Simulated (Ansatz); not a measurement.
The system is InSe.

```
In Se
1.0
     4.05000    0.00000    0.00000
    -2.02500    3.50740    0.00000
     0.00000    0.00000   16.93000
In Se
4 4
Cartesian
  2.0250 1.1691 14.2720
  0.0000 2.3383 5.8070
  2.0250 1.1691 11.1230
  0.0000 2.3383 2.6580
  2.0250 1.1691 6.7381
  0.0000 2.3383 15.2031
  2.0250 1.1691 1.7269
  0.0000 2.3383 10.1919
```

Base run:

| Quantity | Value |
| --- | --- |
| Program | Ansatz 0.2.0 |
| Functional | PBEsol |
| Potentials or basis | Ansatz PAW |
| Cutoff | 420 eV (not typed: the program's choice for these potentials) |
| k mesh | 8 × 8 × 2 |
| Occupations | fermi-dirac, width 0.05 eV |
| Spin | no spin polarisation |

Its results: band gap on the k mesh none (metal or under the smearing width); pressure 5.0 GPa; largest force 2.736 eV/Å.

Question: The run is repeated on the same cell with these changes: functional from PBEsol to PBE. What comes out?

Answer: Band gap on the k mesh none (metal or under the smearing width); pressure 7.6 GPa; largest force 2.879 eV/Å.

PBE binds less tightly than PBEsol, so the same cell stands under more pressure.

Caveats: spin-orbit coupling is left out, which moves the levels of the heavy elements; this functional lacks dispersion, which binds the layers, so the pressure and a relaxed spacing across them are unreliable; forces of over 1 eV/Å show positions far from the minimum, so gaps and moduli don't describe the material at rest; the PAW data sets come from PBE, with cores solved anew for the run's functional, which leaves a small shift of forces and pressure (some runs).
